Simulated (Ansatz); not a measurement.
**Structure relaxation of Re**

All numbers below come from DFT PBE, scalar-relativistic, plane waves, PAW in Ansatz 0.2.0.

The start is a database structure of Re, space group P6_3/mmc (No. 194).

Input of the last, converged step (default PAW datasets):

```yaml
crystal:
  lattice:
    - [2.7663873939, 0.0, 0.0]
    - [-1.3831936969, 2.3957617598, 0.0]
    - [0.0, 0.0, 8.93884516]
  atoms:
    - { symbol: Re, position: [0.0, 0.0, 0.0] }
    - { symbol: Re, position: [0.33333333, 0.66666667, 0.25] }
    - { symbol: Re, position: [0.0, 0.0, 0.5] }
    - { symbol: Re, position: [0.66666667, 0.33333333, 0.75] }
basis:
  ecutwfc: 420
kpoints:
  mp_grid: { grid: [21, 21, 6] }
hamiltonian:
  xc: pbe
scf:
  occupations: { method: gaussian, width: 0.1 }
output:
  forces: true
  stress: true
  eigenvalues: true
relax:
  adjacent_minimum: "off"
  f_tol: 0.01
  max_steps: 80
  cell: { stress_tol: 0.05 }
```

It can be run as:

```bash
ansatz run input.yaml --threads 1 --pin off --backend cpu --events-out ev --progress --plain --runs-dir out  # memory cap (--max-ram) not shown
```

The program printed at the end:

```
SCF converged after 8 iterations
Free energy (F): -43472.315419 eV
Harris-Foulkes:  -43472.315419 eV  (|F-HF|=1.46e-11)
Internal energy: -43472.300546 eV  (E = F + TS)
E sigma→0 (E₀):  -43472.307982 eV
Entropy (-TS):   -0.014873 eV (-3.718 meV/atom)
Fermi energy:    23.667634 eV
--- Per-component energies (eV) ---
  E_band       = -309.916173
  E_kinetic    = 2162.274921
  E_local      = -3080.708502  (includes V_loc(G=0)·N_el)
  E_nonlocal   = 193.952972
  E_hartree    = 1101.932220
  E_xc         = -1615.459617
  E_vxc        = -1215.744212  (∫ρ·V_xc dr)
  E_paw        = -34635.762937  (= ΣΔE_a)
  E_vpaw       = -573.555494  (= ΣTr[D̂ρ^β])
  E_aug_tail   = -0.000299  (compensation charges beyond the density's cutoff)
  E_ewald      = -7598.529305
  E_smearing   = -0.014873  (= −TS)
  E_closure    = 0.000000  (closes the sum)
  Σ components = -43472.315419   (vs F -43472.315419, Δ=0.00e0)
--- Forces (eV/Å), atoms counted from 1 ---
  atom   1  Re     0.00000000     0.00000000     0.00000000
  atom   2  Re     0.00000000     0.00000000     0.00000000
  atom   3  Re     0.00000000     0.00000000     0.00000000
  atom   4  Re     0.00000000     0.00000000     0.00000000
  max |Σ_I F_I| component: 1.39e-17 eV/Å
--- Stress (GPa, compression-positive) ---
       -0.001761       0.000000       0.000000
        0.000000      -0.001761       0.000000
        0.000000       0.000000      -0.006356
  P = ⅓ Tr σ = -0.0033 GPa (-0.033 kbar)
--- Relaxed structure (4 steps of the walk, 3 accepted, 1 SCFs on fresh bases) ---
  F+E_penalty+E_count = -43472.31541892 eV   max|allowed force component| = 1.966e-17 eV/Å   (the final SCF, on the basis selected at the relaxed cell)
  cell:  # Å, volume = 59.7615 Å³
    - [2.776929, 0.000000, 0.0]
    - [-1.388464, 2.404891, 0.0]
    - [0.0, 0.0, 8.948728]
  atoms:
    - { symbol: Re, position: [0.000000, 0.000000, 0.0] }
    - { symbol: Re, position: [0.333333, 0.666667, 0.250000] }
    - { symbol: Re, position: [0.000000, 0.000000, 0.500000] }
    - { symbol: Re, position: [0.666667, 0.333333, 0.750000] }
```

Total energies depend on the potentials used, so only differences within one code and one set of settings carry meaning.

The result has space group P6_3/mmc (No. 194). Around Re on Wyckoff site a (2 atoms of the primitive cell) lie 12 Re at 2.75–2.78 Å; around Re on Wyckoff site c (2 atoms of the primitive cell) lie 12 Re at 2.75–2.78 Å.

Spin–orbit coupling is left out.

Symmetry constrained the relaxation, so the result can be a saddle point.